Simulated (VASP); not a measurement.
# Pb (Im-3m) in VASP: further runs

One crystal, Pb, is run at these levels: PBEsol; tasks: electric field gradients.

Program: VASP 6.6.1. These are calculated values, not measurements. Logs are shortened: lines on timing, memory, paths and dates and some standing lists are left out, and cuts for length are marked.

## 1. The undisturbed crystal

The structure is cubic, space group Im-3m (No. 229). Conventional cell: a = 3.959 Å, b = 3.959 Å, c = 3.959 Å, α = 90.00°, β = 90.00°, γ = 90.00°. Pb (site symmetry m-3m) is surrounded by 8 Pb at 3.43 Å.

This isn't the form of Pb at room conditions, which is fcc.

## 2. Electric field gradients, PBEsol (equal xy, yz and zx shear strains of +4 %)

The input, INCAR:

```
SYSTEM = Pb
PREC = Accurate ; ENCUT = 520
EDIFF = 1E-8 ; ISMEAR = -1
SIGMA = 0.08 ; LREAL = .False.
LASPH = .True. ; NELM = 100
ALGO = Normal ; ISIF = 2
LWAVE = .False. ; LCHARG = .False.
GGA = PS ; LEFG = .True.
NBANDS = 13
```

The input, KPOINTS:

```
regular mesh
0
Gamma
  13 13 13
  0 0 0
```

The input, POSCAR:

```
Pb
1.0
   -1.9004731840      1.9796595667      1.9796595667
    1.9796595667     -1.9004731840      1.9796595667
    1.9796595667      1.9796595667     -1.9004731840
Pb
1
Direct
    0.0000000000      0.0000000000      0.0000000000
```

Potentials or basis: VASP PAW PBE potentials, release 64 (Pb_d).

Run with:

```sh
cat potpaw_PBE.64/Pb_d/POTCAR > POTCAR
mpirun -np 1 vasp_std > vasp.out
```

OUTCAR:

```text
SYSTEM = Pb
   PREC = Accurate
   ENCUT = 520
   EDIFF = 1E-8
   ISMEAR = -1
   LREAL = .False.
   LASPH = .True.
   NELM = 100
   ISIF = 2
   GGA = PS

 ion  position               nearest neighbor table
   1  0.000  0.000  0.000-

  LATTYP: Found a trigonal (rhomboedric) cell.
 ALAT       =     3.3837704300
 COS(alpha) =    -0.3148959474

  Lattice vectors:

 A1 = (  -1.9004731840,   1.9796595667,   1.9796595667)
 A2 = (   1.9796595667,  -1.9004731840,   1.9796595667)
 A3 = (   1.9796595667,   1.9796595667,  -1.9004731840)

Analysis of symmetry for initial positions (statically):
=====================================================================
 Subroutine PRICEL returns:
 Original cell was already a primitive cell.

 Routine SETGRP: Setting up the symmetry group for a
 trigonal (rhombohedral) supercell.

 Subroutine GETGRP returns: Found 12 space group operations
 (whereof 12 operations were pure point group operations)
 out of a pool of 12 trial point group operations.

The static configuration has the point symmetry D_3d.

Analysis of symmetry for dynamics (positions and initial velocities):
=====================================================================
 Subroutine PRICEL returns:
 Original cell was already a primitive cell.

 Routine SETGRP: Setting up the symmetry group for a
 trigonal (rhombohedral) supercell.

 Subroutine GETGRP returns: Found 12 space group operations
 (whereof 12 operations were pure point group operations)
 out of a pool of 12 trial point group operations.

The dynamic configuration has the point symmetry D_3d.

 Subroutine INISYM returns: Found 12 space group operations
 (whereof 12 operations are pure point group operations),
 and found     1 'primitive' translations

----------------------------------------------------------------------------------------

                                     Primitive cell

  volume of cell :      30.9968

  direct lattice vectors                    reciprocal lattice vectors
    -1.900473184  1.979659567  1.979659567    -0.009912429  0.247810712  0.247810712
     1.979659567 -1.900473184  1.979659567     0.247810712 -0.009912429  0.247810712
     1.979659567  1.979659567 -1.900473184     0.247810712  0.247810712 -0.009912429

  length of vectors
     3.383770430  3.383770430  3.383770430     0.350597425  0.350597425  0.350597425

  position of ions in fractional coordinates (direct lattice)
     0.000000000  0.000000000  0.000000000

  ion indices of the primitive-cell ions
   primitive index   ion index
                 1           1

----------------------------------------------------------------------------------------

 KPOINTS: regular mesh

Automatic generation of k-mesh.
 Grid dimensions read from file:
 generate k-points for:   13   13   13

 Generating k-lattice:

  Cartesian coordinates                     Fractional coordinates (reciprocal lattice)
    -0.000762495  0.019062362  0.019062362     0.076923077  0.000000000  0.000000000
     0.019062362 -0.000762495  0.019062362     0.000000000  0.076923077  0.000000000
     0.019062362  0.019062362 -0.000762495     0.000000000  0.000000000  0.076923077

  Length of vectors
     0.026969033  0.026969033  0.026969033

  Shift w.r.t. Gamma in fractional coordinates (k-lattice)
     0.000000000  0.000000000  0.000000000

 Subroutine IBZKPT returns following result:
 ===========================================

 Found    231 irreducible k-points:

 Following reciprocal coordinates:
            Coordinates               Weight
  0.000000  0.000000  0.000000      1.000000
  0.076923 -0.000000 -0.000000      6.000000
  0.153846 -0.000000 -0.000000      6.000000
  0.230769 -0.000000 -0.000000      6.000000
  0.307692 -0.000000 -0.000000      6.000000
  0.384615 -0.000000 -0.000000      6.000000
[... 16 lines left out ...]
  0.384615  0.153846 -0.000000     12.000000
  0.461538  0.153846 -0.000000     12.000000
 [... further k-points ...]
   k-points           NKPTS =    231   k-points in BZ     NKDIM =    231   number of bands    NBANDS=     13
   number of dos      NEDOS =    301   number of ions     NIONS =      1
   total plane-waves  NPLWV =  21952
   dimension x,y,z NGX =    28 NGY =   28 NGZ =   28
   dimension x,y,z NGXF=    56 NGYF=   56 NGZF=   56
   ions per type =               1
   NGX,Y,Z   is equivalent  to a cutoff of  13.76, 13.76, 13.76 a.u.
   NGXF,Y,Z  is equivalent  to a cutoff of  27.51, 27.51, 27.51 a.u.
 SYSTEM =  Pb
   PREC   = accura    normal or accurate (medium, high low for compatibility)
   ISTART =      0    job   : 0-new  1-cont  2-samecut
   ICHARG =      2    charge: 1-file 2-atom 10-const
   ISPIN  =      1    spin polarized calculation?
   LNONCOLLINEAR =      F non collinear calculations
   LSORBIT =      F    spin-orbit coupling
   LASPH  =      T    aspherical Exc in radial PAW
   ENCUT  =  520.0 eV  38.22 Ry    6.18 a.u.   6.29  6.29  6.29*2*pi/ulx,y,z
   NELM   =    100;   NELMIN=  2; NELMDL= -5     # of ELM steps
   EDIFF  = 0.1E-07   stopping-criterion for ELM
   LREAL  =      F    real-space projection
   EDIFFG = 0.1E-06   stopping-criterion for IOM
   NSW    =      0    number of steps for IOM
   IBRION =     -1    ionic relax: 0-MD 1-quasi-New 2-CG
   NFREE  =      0    steps in history (QN), initial steepest desc. (CG)
   ISIF   =      2    stress and relaxation
   ISYM   =      2    0-nonsym 1-usesym 2-fastsym
   POTIM  = 0.5000    time-step for ionic-motion
   TEBEG  =    0.0;   TEEND  =   0.0 temperature during run
   PSTRESS=    0.0 pullay stress
   NELECT =      14.0000    total number of electrons
   NUPDOWN=      -1.0000    fix difference up-down
   EMIN   =  10.00;   EMAX   =-10.00  energy-range for DOS
   EFERMI =   0.00;   METHOD = LEGACY
   ISMEAR =    -1;   SIGMA  =   0.08  broadening in eV -4-tet -1-fermi 0-gaus
   EFERMI_NEDOS =   21; number of points for ismear=-14 and -15
   IALGO  =     38    algorithm
   IMIX   =      4    mixing-type and parameters
     AMIX     =   0.40;   BMIX     =  1.00
     AMIX_MAG =   1.60;   BMIX_MAG =  1.00
  volume/ion in A,a.u.               =      31.00       209.18
  Fermi-wavevector in a.u.,A,eV,Ry     =   1.256064  2.373617 21.465874  1.577697
  Thomas-Fermi vector in A             =   2.389790
   LORBIT       =      0    0 simple, 1 ext, 2 COOP (PROOUT), +10 PAW based schemes
   GGA     = PS    functional components
   LHFCALC =     F    Hartree Fock is set to
   AEXX    =    0.0000 exact exchange contribution
   IVDW    =     0    specifies the selected vdW correction
   LEPSILON=     F    determine dielectric tensor
   LRPA    =     F    only Hartree local field effects (RPA)
 non-spin polarized calculation
  energy-cutoff  :      520.00
  volume of cell :       31.00
 maximum number of plane-waves:       849
 NGX is ok and might be reduce to    28

 number of electron      13.9999998 magnetization

 Free energy of the ion-electron system (eV)
  ---------------------------------------------------
  ext. energy  EPLUGINS =         0.00000000
  ---------------------------------------------------
  free energy    TOTEN  =        -3.95403026 eV

  energy without entropy =       -3.94181264  energy(sigma->0) =       -3.94792145

 E-fermi :   6.8569     XC(G=0): -10.2368

 val. band max:        6.8402904327   @ k =  -0.4615   0.4615   0.4615
 cond. band min:       6.8651481540   @ k =  -0.3846   0.1538   0.1538
 fundamental gap:      0.0248577213
 Fermi energy:         6.8569121643

 k-point     1 :       0.0000    0.0000    0.0000
  band No.  band energies     occupation
      1     -10.2069      2.00000
      2     -10.2069      2.00000
      3     -10.1177      2.00000
      4      -9.9396      2.00000
      5      -9.9396      2.00000
      6      -4.7745      2.00000
      7      13.6692      0.00000
      8      14.4853      0.00000
      9      14.4853      0.00000
     10      17.9128      0.00000
     11      17.9128      0.00000
     12      18.0441      0.00000
     13      18.3941      0.00000
[... 353 lines left out ...]
 k-point    24 :       0.4615    0.1538   -0.0000
  band No.  band energies     occupation
      1     -10.2440      2.00000
      2     -10.1389      2.00000
      3      -9.9608      2.00000
      4      -9.9545      2.00000
      5      -9.8507      2.00000
      6      -1.1048      2.00000
      7       3.3369      2.00000
      8       8.3409      0.00000
      9      11.4394      0.00000
     10      15.8232      0.00000
     11      18.6977      0.00000
     12      19.8225      0.00000
     13      21.0107      0.00000

 [... further k-points ...]

------------------------ aborting loop because EDIFF is reached ----------------------------------------

  FORCE on cell =-STRESS in cart. coord.  units (eV):
  Direction    XX          YY          ZZ          XY          YZ          ZX
  --------------------------------------------------------------------------------------
  -------------------------------------------------------------------------------------
  Total       -0.2810731     -0.2810731     -0.2810731     -0.1327634     -0.1327634     -0.1327634
  in kB      -14.5282370    -14.5282370    -14.5282370     -6.8623332     -6.8623332     -6.8623332
  external PRESSURE =     -14.5282370 kB  Pullay stress =       0.0000000 kB

 VOLUME and BASIS-vectors are now :
 -----------------------------------------------------------------------------
  energy-cutoff  :      520.00
  volume of cell :       31.00
      direct lattice vectors                 reciprocal lattice vectors
    -1.900473184  1.979659567  1.979659567    -0.009912429  0.247810712  0.247810712
     1.979659567 -1.900473184  1.979659567     0.247810712 -0.009912429  0.247810712
     1.979659567  1.979659567 -1.900473184     0.247810712  0.247810712 -0.009912429

 POSITION                                       TOTAL-FORCE (eV/Angst)
 -----------------------------------------------------------------------------------
      0.00000      0.00000      0.00000         0.000000     -0.000000     -0.000000
 -----------------------------------------------------------------------------------
    total drift:                               -0.000000     -0.000000     -0.000000

  FREE ENERGIE OF THE ION-ELECTRON SYSTEM (eV)
  ---------------------------------------------------
  free  energy   TOTEN  =        -3.9540302597 eV

  energy  without entropy=       -3.9418126417  energy(sigma->0) =       -3.94792145

 Electric field gradients (V/A^2)
---------------------------------------------------------------------
 ion       V_xx      V_yy      V_zz      V_xy      V_xz      V_yz
---------------------------------------------------------------------
   1       0.000     0.000    -0.000    36.571    36.571    36.571
---------------------------------------------------------------------

 Electric field gradients after diagonalization (V/A^2)
 (convention: |V_zz| > |V_xx| > |V_yy|)
----------------------------------------------------------------------
 ion       V_xx      V_yy      V_zz     asymmetry (V_yy - V_xx)/ V_zz
----------------------------------------------------------------------
   1     -36.571   -36.571    73.142       0.000
----------------------------------------------------------------------

           NMR quadrupolar parameters

 Cq : quadrupolar parameter    Cq=e*Q*V_zz/h
 eta: asymmetry parameters     (V_yy - V_xx)/ V_zz
 Q  : nuclear electric quadrupole moment in mb (millibarn)
----------------------------------------------------------------------
 ion       Cq(MHz)       eta       Q (mb)
----------------------------------------------------------------------
   1       0.177       0.000       1.000
----------------------------------------------------------------------
```

It took 67 s on 1 thread of Intel Xeon Platinum 8375C at 2.90GHz (Ice Lake), shared host; peak memory 0.22 GiB.

Results:

```yaml
Free_energy: -3.9540 eV
Pressure: -1.5 GPa
Band_gap_on_the_k_mesh: none (metal or under the smearing width)
```

Stress tensor (GPa, compression positive):
```
-1.45 -0.69 -0.69
-0.69 -1.45 -0.69
-0.69 -0.69 -1.45
```

Electric field gradients, principal values (V/Å²):
| atom | Vxx | Vyy | Vzz |
| --- | --- | --- | --- |
| 1 Pb | -36.571 | -36.571 | 73.142 |

Caveat: the PAW data sets were made with another functional, which shifts forces and pressure a little.

[end of part 1 of 2]
